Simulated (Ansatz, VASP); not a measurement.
**Two plane-wave programs on PbSe**

File INCAR:

```
SYSTEM = PbSe
ALGO     = Normal         ! electronic algorithm
EDIFF    = 1E-6           ! SCF threshold, eV
ENCUT    = 520            ! plane-wave cutoff, eV
GGA      = PE             ! functional
ISIF     = 2              ! what is computed and relaxed
ISMEAR   = 0              ! smearing method
LASPH    = .True.         ! aspherical terms in the spheres
LCHARG   = .True.         ! write CHGCAR
LELF     = .True.         ! ELF
LREAL    = .False.        ! projectors in reciprocal space
LVHAR    = .True.       
LWAVE    = .False.        ! write WAVECAR
NBANDS   = 17             ! bands
NELM     = 100            ! most SCF steps
PREC     = Accurate       ! precision mode
SIGMA    = 0.03           ! smearing width, eV
```

Contents of KPOINTS:

```
k-points
0
Gamma
  10 10 10
  0 0 0
```

Contents of POSCAR:

```
PbSe
1.0
    0.0000000000      3.1041024735      2.9799383745
    3.1041024735      0.0000000000      2.9799383745
    3.1041024735      3.1041024735      0.0000000000
Pb Se
1 1
Direct
    0.0000000000      0.0000000000      0.0000000000
    0.5000000000      0.5000000000      0.5000000000
```

Input for Ansatz:

```yaml
crystal:
  lattice:
    - [0.0, 3.1041024735, 2.9799383745]
    - [3.1041024735, 0.0, 2.9799383745]
    - [3.1041024735, 3.1041024735, 0.0]
  atoms:
    - { symbol: Pb, position: [0.0, 0.0, 0.0] }
    - { symbol: Se, position: [0.5, 0.5, 0.5] }
basis:
  ecutwfc: 420
kpoints:
  mp_grid: { grid: [10, 10, 10] }
hamiltonian:
  xc: pbe
scf:
  occupations: { method: gaussian, width: 0.03 }
output:
  forces: true
  stress: true
  eigenvalues: true
  write_density: true
  write_potential: true
  elf: true
  volumetric_format: npy
```

Alike in both runs: task single point; functional PBE; k mesh 10 × 10 × 10; occupations gaussian, width 0.03 eV; no spin polarisation.

|  | VASP | Ansatz |
| --- | --- | --- |
| version | VASP 6.6.1 | Ansatz 0.2.0 |
| potentials or method | VASP PAW PBE potentials, release 64 (Pb_d, Se) | scalar-relativistic, plane waves, PAW |
| plane-wave cutoff (eV) | 520 | 420 |
| valence electrons in the cell | 20 | 30 |

Ansatz gave:

- gap on the k mesh at the Fermi level (eV): 0.24
- least direct gap on the mesh (eV): 0.24
- pressure (GPa): 2.6
- largest component of the traceless stress (GPa): 3.75

What did VASP give for the same quantities?

gap on the k mesh at the Fermi level (eV): 0.25; least direct gap on the mesh (eV): 0.25; pressure (GPa): 2.6; largest component of the traceless stress (GPa): 3.76.

With one functional, cell and mesh, what is left measures potentials, basis and numerics. The two sets of potentials don't hold the same shells in valence.

Caveats: spin-orbit coupling is left out, which as a rule narrows the gap of such compounds by several tenths of an eV.
